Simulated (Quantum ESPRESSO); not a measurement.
# SrO (Fm-3m) in Quantum ESPRESSO: notebook, part 2 of 2

Quantum ESPRESSO 7.5.

## (3) Phonons, LDA

pw.in reads:

```
&CONTROL
  calculation = 'scf'
  prefix = 'pwscf'
  outdir = './tmp'
  pseudo_dir = './pseudo'
  tprnfor = .true.
  tstress = .true.
  disk_io = 'low'
/
&SYSTEM
  ibrav = 0
  nat = 2
  ntyp = 2
  ecutwfc = 45
  ecutrho = 360
  nbnd = 14
  occupations = 'smearing'
  smearing = 'fd'
  degauss = 0.00367493
/
&ELECTRONS
  conv_thr = 4d-10
  electron_maxstep = 120
  mixing_beta = 0.5
/
ATOMIC_SPECIES
Sr    87.6200 sr_lda_v1.uspp.F.UPF
O     15.9990 o_lda_v1.2.uspp.F.UPF
CELL_PARAMETERS angstrom
   0.0000000000    2.5663000000    2.5663000000
   2.5663000000    0.0000000000    2.5663000000
   2.5663000000    2.5663000000    0.0000000000
ATOMIC_POSITIONS angstrom
Sr     2.5663000000    2.5663000000    2.5663000000
O      0.0000000000    0.0000000000    0.0000000000
K_POINTS automatic
6 6 6 1 1 1
```

relax.in reads:

```
&CONTROL
  calculation = 'vc-relax'
  prefix = 'pwscf'
  outdir = './tmp'
  pseudo_dir = './pseudo'
  tprnfor = .true.
  tstress = .true.
  disk_io = 'low'
  nstep = 40
  forc_conv_thr = 0.0001
  etot_conv_thr = 1d-06
/
&SYSTEM
  ibrav = 0
  nat = 2
  ntyp = 2
  ecutwfc = 45
  ecutrho = 360
  nbnd = 14
  occupations = 'smearing'
  smearing = 'fd'
  degauss = 0.00367493
/
&ELECTRONS
  conv_thr = 4d-10
  electron_maxstep = 120
  mixing_beta = 0.5
/
&IONS
  ion_dynamics = 'bfgs'
/
&CELL
  cell_dynamics = 'bfgs'
  press = 0
  press_conv_thr = 0.2
/
ATOMIC_SPECIES
Sr    87.6200 sr_lda_v1.uspp.F.UPF
O     15.9990 o_lda_v1.2.uspp.F.UPF
CELL_PARAMETERS angstrom
   0.0000000000    2.5663000000    2.5663000000
   2.5663000000    0.0000000000    2.5663000000
   2.5663000000    2.5663000000    0.0000000000
ATOMIC_POSITIONS angstrom
Sr     2.5663000000    2.5663000000    2.5663000000
O      0.0000000000    0.0000000000    0.0000000000
K_POINTS automatic
6 6 6 1 1 1
```

scf2.in reads:

```
&CONTROL
  calculation = 'scf'
  prefix = 'pwscf'
  outdir = './tmp'
  pseudo_dir = './pseudo'
  tprnfor = .true.
  tstress = .true.
  disk_io = 'low'
/
&SYSTEM
  ibrav = 0
  nat = 2
  ntyp = 2
  ecutwfc = 45
  ecutrho = 360
  nbnd = 14
  occupations = 'fixed'
/
&ELECTRONS
  conv_thr = 1d-13
  electron_maxstep = 120
  mixing_beta = 0.5
  startingpot = 'file'
  startingwfc = 'file'
/
ATOMIC_SPECIES
Sr    87.6200 sr_lda_v1.uspp.F.UPF
O     15.9990 o_lda_v1.2.uspp.F.UPF
CELL_PARAMETERS angstrom
   0.0000000000    2.5327851466    2.5327851466
   2.5327851466    0.0000000000    2.5327851466
   2.5327851466    2.5327851466    0.0000000000
ATOMIC_POSITIONS angstrom
Sr     2.5327851466    2.5327851466    2.5327851466
O      0.0000000000    0.0000000000    0.0000000000
K_POINTS automatic
6 6 6 1 1 1
```

ph.in reads:

```
phonons of SrO
&INPUTPH
  prefix = 'pwscf'
  outdir = './tmp'
  tr2_ph = 1d-18
  fildyn = 'dyn'
  niter_ph = 90
  alpha_mix(1) = 0.7
/
0.5303300859 0.5303300859 -0.0000000000
```

Potentials or basis: GBRV 1.5 LDA.

Run with:

```
$ OMP_NUM_THREADS=1 mpirun -n 4 pw.x -nk 4 -in pw.in > pw.out
$ OMP_NUM_THREADS=1 mpirun -n 4 pw.x -nk 4 -in relax.in > relax.out
$ OMP_NUM_THREADS=1 mpirun -n 4 pw.x -nk 4 -in scf2.in > scf2.out
$ OMP_NUM_THREADS=1 mpirun -n 4 ph.x -nk 4 -in ph.in > ph.out
```

pw.out:

```text
This program is part of the open-source Quantum ESPRESSO suite
     for quantum simulation of materials; please cite
[... 6 lines left out ...]
     using ibrav=0 with symmetry is DISCOURAGED, use correct ibrav instead

     K-points division:     npool     =       4
     Subspace diagonalization in iterative solution of the eigenvalue problem:
     a serial algorithm will be used

     G-vector sticks info
     --------------------
     sticks:   dense  smooth     PW     G-vecs:    dense   smooth      PW
     Sum        1159     583    187                26301     9377    1687

     Using Slab Decomposition

     bravais-lattice index     =            0
     lattice parameter (alat)  =       6.8584  a.u.
     unit-cell volume          =     228.1124 (a.u.)^3
     number of atoms/cell      =            2
     number of atomic types    =            2
     number of electrons       =        16.00
     number of Kohn-Sham states=           14
     kinetic-energy cutoff     =      45.0000  Ry
     charge density cutoff     =     360.0000  Ry
     scf convergence threshold =      4.0E-10
     mixing beta               =       0.5000
     number of iterations used =            8  plain     mixing
     Exchange-correlation= SLA  PZ   NOGX NOGC
                           (   1   1   0   0   0   0   0)

     celldm(1)=   6.858376  celldm(2)=   0.000000  celldm(3)=   0.000000
     celldm(4)=   0.000000  celldm(5)=   0.000000  celldm(6)=   0.000000

     crystal axes: (cart. coord. in units of alat)
               a(1) = (   0.000000   0.707107   0.707107 )
               a(2) = (   0.707107   0.000000   0.707107 )
               a(3) = (   0.707107   0.707107   0.000000 )

     reciprocal axes: (cart. coord. in units 2 pi/alat)
               b(1) = ( -0.707107  0.707107  0.707107 )
               b(2) = (  0.707107 -0.707107  0.707107 )
               b(3) = (  0.707107  0.707107 -0.707107 )

     PseudoPot. # 1 for Sr read from file:
     sr_lda_v1.uspp.F.UPF
     Pseudo is Ultrasoft + core correction, Zval = 10.0
     Generated by new atomic code, or converted to UPF format
     Using radial grid of  883 points,  6 beta functions with:
                l(1) =   0
                l(2) =   0
                l(3) =   1
                l(4) =   1
                l(5) =   2
                l(6) =   2
     Q(r) pseudized with  6 coefficients,  rinner =    1.400   1.400   1.400
                                                       1.400   1.400

     PseudoPot. # 2 for O  read from file:
     o_lda_v1.2.uspp.F.UPF
     Pseudo is Ultrasoft + core correction, Zval =  6.0
     Generated by new atomic code, or converted to UPF format
     Using radial grid of  737 points,  5 beta functions with:
                l(1) =   0
                l(2) =   0
                l(3) =   1
                l(4) =   1
                l(5) =   2
     Q(r) pseudized with  8 coefficients,  rinner =    0.900   0.900   0.900
                                                       0.900   0.900

     atomic species   valence    mass     pseudopotential
     Sr               10.00    87.62000     Sr( 1.00)
     O                 6.00    15.99900     O ( 1.00)

     48 Sym. Ops., with inversion, found

   Cartesian axes

     site n.     atom                  positions (alat units)
         1        Sr     tau(   1) = (   0.7071068   0.7071068   0.7071068  )
         2        O      tau(   2) = (   0.0000000   0.0000000   0.0000000  )

     number of k points=    28  Fermi-Dirac smearing, width (Ry)=  0.0037
                       cart. coord. in units 2pi/alat
        k(    1) = (   0.0589256   0.0589256   0.0589256), wk =   0.0185185
        k(    2) = (   0.1767767   0.1767767  -0.0589256), wk =   0.0555556
        k(    3) = (   0.2946278   0.2946278  -0.1767767), wk =   0.0555556
        k(    4) = (  -0.2946278  -0.2946278   0.4124790), wk =   0.0555556
        k(    5) = (  -0.1767767  -0.1767767   0.2946278), wk =   0.0555556
        k(    6) = (  -0.0589256  -0.0589256   0.1767767), wk =   0.0555556
[... 20 lines left out ...]
        k(   27) = (   0.2946278   0.2946278   0.2946278), wk =   0.0185185
        k(   28) = (  -0.2946278  -0.2946278   0.8838835), wk =   0.0555556

     Dense  grid:    26301 G-vectors     FFT dimensions: (  45,  45,  45)

     Smooth grid:     9377 G-vectors     FFT dimensions: (  30,  30,  30)

     Check: negative core charge=   -0.000002

     Initial potential from superposition of free atoms

     starting charge      15.9730, renormalised to      16.0000

     negative rho (up, down):  6.225E-02 0.000E+00
     Starting wfcs are   17 randomized atomic wfcs

     Self-consistent Calculation

     iteration #  1     ecut=    45.00 Ry     beta= 0.50
     Davidson diagonalization with overlap
     ethr =  1.00E-02,  avg # of iterations =  2.3

     negative rho (up, down):  6.278E-02 0.000E+00
[... 85 lines left out ...]
     iteration # 11     ecut=    45.00 Ry     beta= 0.50
     Davidson diagonalization with overlap
     ethr =  5.77E-10,  avg # of iterations =  2.0

     negative rho (up, down):  6.500E-02 0.000E+00

     End of self-consistent calculation

          k = 0.0589 0.0589 0.0589 (  1191 PWs)   bands (ev):

   -24.3675  -7.2384  -6.0342  -6.0342  -5.8372   7.4622   7.5995   7.5995
    11.8909  13.7820  14.0159  14.0159  16.3103  16.3103
[... 73 lines left out ...]
   -24.1900  -7.3809  -6.8406  -6.4007  -6.1895   7.2219   7.4814   7.5465
    11.0812  15.6088  17.2806  18.0623  18.7579  19.5070

          k =-0.5303 0.1768-0.0589 (  1166 PWs)   bands (ev):

   -24.2095  -7.9479  -6.5041  -6.3880  -5.5659   6.6679   7.0665   7.3660
    12.0229  15.2098  16.7253  17.7942  18.4438  19.7343

          k =-0.4125 0.0589 0.0589 (  1161 PWs)   bands (ev):
[... 51 lines left out ...]
   -24.2168  -8.4575  -6.3625  -6.1605  -4.9779   5.8580   6.6707   6.8479
    14.1180  14.7767  16.7368  17.1315  19.4864  20.2754

     the Fermi energy is     9.6614 ev

!    total energy              =    -102.77398523 Ry
     estimated scf accuracy    <          1.3E-10 Ry
     smearing contrib. (-TS)   =      -0.00000000 Ry
     internal energy E=F+TS    =    -102.77398523 Ry

     The total energy is F=E-TS. E is the sum of the following terms:
     one-electron contribution =     -16.03106996 Ry
     hartree contribution      =      16.58207757 Ry
     xc contribution           =     -25.55481156 Ry
     ewald contribution        =     -77.77018127 Ry

     convergence has been achieved in  11 iterations

     negative rho (up, down):  6.500E-02 0.000E+00

     Forces acting on atoms (cartesian axes, Ry/au):

     atom    1 type  1   force =    -0.00000000    0.00000000    0.00000000
     atom    2 type  2   force =     0.00000000   -0.00000000    0.00000000

     Total force =     0.000000     Total SCF correction =     0.000000

     Computing stress (Cartesian axis) and pressure

     negative rho (up, down):  6.500E-02 0.000E+00
          total   stress  (Ry/bohr**3)                   (kbar)     P=      -37.65
  -0.00025593  -0.00000000  -0.00000000          -37.65       -0.00       -0.00
  -0.00000000  -0.00025593  -0.00000000           -0.00      -37.65       -0.00
  -0.00000000  -0.00000000  -0.00025593           -0.00       -0.00      -37.65

=------------------------------------------------------------------------------=
   JOB DONE.
=------------------------------------------------------------------------------=
```

relax.out:

```text
This program is part of the open-source Quantum ESPRESSO suite
     for quantum simulation of materials; please cite
[... 6 lines left out ...]
     using ibrav=0 with symmetry is DISCOURAGED, use correct ibrav instead

     K-points division:     npool     =       4
[... 1890 lines left out ...]
   0.00000131   0.00000000   0.00000000            0.19        0.00        0.00
   0.00000000   0.00000131   0.00000000            0.00        0.19        0.00
   0.00000000   0.00000000   0.00000131            0.00        0.00        0.19

=------------------------------------------------------------------------------=
   JOB DONE.
=------------------------------------------------------------------------------=
```

Wall time 3.7 min (4 MPI ranks of Arm Neoverse V2, shared host); peak memory 0.36 GiB.

What came out:

```
Free energy                                 : -1398.3264 eV
Relaxed volume                              : 16.25 Å³/atom
Relaxed cell                                : a = 3.582 Å, b = 3.582 Å, c = 3.582 Å, α = 60.00°, β = 60.00°, γ = 60.00°
Space group after relaxing (to 0.05 Å)      : Fm-3m (No. 225)
Pressure after relaxing                     : 0.0 GPa
Highest phonon frequency at the q point run : 331 cm⁻¹
```

Step by step:
| step | energy change (eV) | largest force (eV/Å) | pressure (GPa) | volume (Å³) |
| --- | --- | --- | --- | --- |
| 1 | 0.0000 | 0.0000 | -3.76 | 33.80 |
| 2 | -0.0117 | 0.0000 | -2.01 | 33.16 |
| 3 | -0.0157 | 0.0000 | 0.16 | 32.45 |
| 4 | -0.0157 | 0.0000 | -0.01 | 32.50 |
| 5 | -0.0157 | 0.0000 | 0.00 | 32.50 |

Final structure:
```xyz
2
Lattice="0.0000 2.5328 2.5328 2.5328 0.0000 2.5328 2.5328 2.5328 0.0000" Properties=species:S:1:pos:R:3 pbc="T T T"
Sr    2.5328    2.5328    2.5328
O     0.0000    0.0000    0.0000
```

Levels at points of the mesh, in eV from the valence-band top:
| k point | band 4 | band 5 | band 6 | band 7 | band 8 | band 9 | band 10 | band 11 | band 12 | band 13 |
| --- | --- | --- | --- | --- | --- | --- | --- | --- | --- | --- |
| (0.08, 0.08, 0.08) | -13.45 | -13.26 | -0.13 | 0.00 | 0.00 | 4.59 | 6.27 | 6.51 | 6.51 | 8.91 |

Phonon frequencies in cm⁻¹ (negative: imaginary):
```
              q point              frequencies
(0.375, 0.375, 0.750)  127 173 184 265 299 331
```

Phonon modes at q = (0.375, 0.375, 0.750) in reciprocal lattice units:
```tsv
mode	symmetry	cm⁻¹
1	B_1	127
2	A_1	173
3	B_2	184
4	B_1	265
5	B_2	299
6	A_1	331
```

## (4) Phonons, LDA

pw.in is that of step 3.

relax.in is that of step 3.

scf2.in is that of step 3.

ph.in: that of step 3 with these lines changed.

```diff
@@ -9,2 +9,2 @@
 /
-0.5303300859 0.5303300859 -0.0000000000
+0.3535533906 0.3535533906 0.3535533906
```

Potentials or basis: GBRV 1.5 LDA.

Run with:

```
$ OMP_NUM_THREADS=1 mpirun -n 4 pw.x -nk 4 -in pw.in > pw.out
$ OMP_NUM_THREADS=1 mpirun -n 4 pw.x -nk 4 -in relax.in > relax.out
$ OMP_NUM_THREADS=1 mpirun -n 4 pw.x -nk 4 -in scf2.in > scf2.out
$ OMP_NUM_THREADS=1 mpirun -n 4 ph.x -nk 4 -in ph.in > ph.out
```

pw.out:

```text
This program is part of the open-source Quantum ESPRESSO suite
     for quantum simulation of materials; please cite
[... 6 lines left out ...]
     using ibrav=0 with symmetry is DISCOURAGED, use correct ibrav instead

     K-points division:     npool     =       4
     Subspace diagonalization in iterative solution of the eigenvalue problem:
     a serial algorithm will be used

     G-vector sticks info
     --------------------
     sticks:   dense  smooth     PW     G-vecs:    dense   smooth      PW
     Sum        1159     583    187                26301     9377    1687

     Using Slab Decomposition

     bravais-lattice index     =            0
     lattice parameter (alat)  =       6.8584  a.u.
     unit-cell volume          =     228.1124 (a.u.)^3
     number of atoms/cell      =            2
     number of atomic types    =            2
     number of electrons       =        16.00
     number of Kohn-Sham states=           14
     kinetic-energy cutoff     =      45.0000  Ry
     charge density cutoff     =     360.0000  Ry
     scf convergence threshold =      4.0E-10
     mixing beta               =       0.5000
     number of iterations used =            8  plain     mixing
     Exchange-correlation= SLA  PZ   NOGX NOGC
                           (   1   1   0   0   0   0   0)

     celldm(1)=   6.858376  celldm(2)=   0.000000  celldm(3)=   0.000000
     celldm(4)=   0.000000  celldm(5)=   0.000000  celldm(6)=   0.000000

     crystal axes: (cart. coord. in units of alat)
               a(1) = (   0.000000   0.707107   0.707107 )
               a(2) = (   0.707107   0.000000   0.707107 )
               a(3) = (   0.707107   0.707107   0.000000 )
[... 88 lines left out ...]

     Self-consistent Calculation

     iteration #  1     ecut=    45.00 Ry     beta= 0.50
     Davidson diagonalization with overlap
     ethr =  1.00E-02,  avg # of iterations =  2.3

     negative rho (up, down):  6.278E-02 0.000E+00
[... 85 lines left out ...]
     iteration # 11     ecut=    45.00 Ry     beta= 0.50
     Davidson diagonalization with overlap
     ethr =  5.77E-10,  avg # of iterations =  2.0

     negative rho (up, down):  6.500E-02 0.000E+00

     End of self-consistent calculation

          k = 0.0589 0.0589 0.0589 (  1191 PWs)   bands (ev):

   -24.3675  -7.2384  -6.0342  -6.0342  -5.8372   7.4622   7.5995   7.5995
    11.8909  13.7820  14.0159  14.0159  16.3103  16.3103
[... 73 lines left out ...]
   -24.1900  -7.3809  -6.8406  -6.4007  -6.1895   7.2219   7.4814   7.5465
    11.0812  15.6088  17.2806  18.0623  18.7579  19.5070

          k =-0.5303 0.1768-0.0589 (  1166 PWs)   bands (ev):

   -24.2095  -7.9479  -6.5041  -6.3880  -5.5659   6.6679   7.0665   7.3660
    12.0229  15.2098  16.7253  17.7942  18.4438  19.7343

          k =-0.4125 0.0589 0.0589 (  1161 PWs)   bands (ev):
[... 51 lines left out ...]
   -24.2168  -8.4575  -6.3625  -6.1605  -4.9779   5.8580   6.6707   6.8479
    14.1180  14.7767  16.7368  17.1315  19.4864  20.2754

     the Fermi energy is     9.6614 ev

!    total energy              =    -102.77398523 Ry
     estimated scf accuracy    <          1.3E-10 Ry
     smearing contrib. (-TS)   =      -0.00000000 Ry
     internal energy E=F+TS    =    -102.77398523 Ry

     The total energy is F=E-TS. E is the sum of the following terms:
     one-electron contribution =     -16.03106996 Ry
     hartree contribution      =      16.58207757 Ry
     xc contribution           =     -25.55481156 Ry
     ewald contribution        =     -77.77018127 Ry

     convergence has been achieved in  11 iterations

     negative rho (up, down):  6.500E-02 0.000E+00

     Forces acting on atoms (cartesian axes, Ry/au):

     atom    1 type  1   force =    -0.00000000    0.00000000    0.00000000
     atom    2 type  2   force =     0.00000000   -0.00000000    0.00000000

     Total force =     0.000000     Total SCF correction =     0.000000

     Computing stress (Cartesian axis) and pressure

     negative rho (up, down):  6.500E-02 0.000E+00
          total   stress  (Ry/bohr**3)                   (kbar)     P=      -37.65
  -0.00025593  -0.00000000  -0.00000000          -37.65       -0.00       -0.00
  -0.00000000  -0.00025593  -0.00000000           -0.00      -37.65       -0.00
  -0.00000000  -0.00000000  -0.00025593           -0.00       -0.00      -37.65

=------------------------------------------------------------------------------=
   JOB DONE.
=------------------------------------------------------------------------------=
```

scf2.out:

```text
This program is part of the open-source Quantum ESPRESSO suite
     for quantum simulation of materials; please cite
[... 6 lines left out ...]
     using ibrav=0 with symmetry is DISCOURAGED, use correct ibrav instead

     K-points division:     npool     =       4
[... 319 lines left out ...]
   0.00000133   0.00000000   0.00000000            0.20        0.00        0.00
   0.00000000   0.00000133   0.00000000            0.00        0.20        0.00
   0.00000000   0.00000000   0.00000133            0.00        0.00        0.20

=------------------------------------------------------------------------------=
   JOB DONE.
=------------------------------------------------------------------------------=
```

It took 92 s on 4 MPI ranks of Arm Neoverse V2, shared host; peak memory 0.36 GiB.

What came out:

| Quantity | Value |
| --- | --- |
| Free energy | -1398.3264 eV |
| Relaxed volume | 16.25 Å³/atom |
| Relaxed cell | a = 3.582 Å, b = 3.582 Å, c = 3.582 Å, α = 60.00°, β = 60.00°, γ = 60.00° |
| Space group after relaxing (to 0.05 Å) | Fm-3m (No. 225) |
| Pressure after relaxing | 0.0 GPa |
| Highest phonon frequency at the q point run | 437 cm⁻¹ |

The path:
```
step  energy change (eV)  largest force (eV/Å)  pressure (GPa)  volume (Å³)
   1              0.0000                0.0000           -3.76        33.80
   2             -0.0117                0.0000           -2.01        33.16
   3             -0.0157                0.0000            0.16        32.45
   4             -0.0157                0.0000           -0.01        32.50
   5             -0.0157                0.0000            0.00        32.50
```

Final structure:
```
Sr O
1.0
     0.00000    2.53279    2.53279
     2.53279    0.00000    2.53279
     2.53279    2.53279    0.00000
Sr O
1 1
Direct
  0.50000 0.50000 0.50000
  0.00000 0.00000 0.00000
```

Levels at points of the mesh, in eV from the valence-band top:
| k point | band 6 | band 7 | band 8 | band 9 | band 10 | band 11 |
| --- | --- | --- | --- | --- | --- | --- |
| (0.08, 0.08, 0.08) | -0.13 | 0.00 | 0.00 | 4.59 | 6.27 | 6.51 |

Phonon frequencies in cm⁻¹ (negative: imaginary):
```csv
q point,frequencies
"(0.500, 0.500, 0.500)",111 111 235 287 287 437
```

Phonon modes at q = (0.500, 0.500, 0.500) in reciprocal lattice units:
```
mode  symmetry  cm⁻¹
   1       E_g   111
   2       E_g   111
   3      A_1g   235
   4       E_u   287
   5       E_u   287
   6      A_2u   437
```
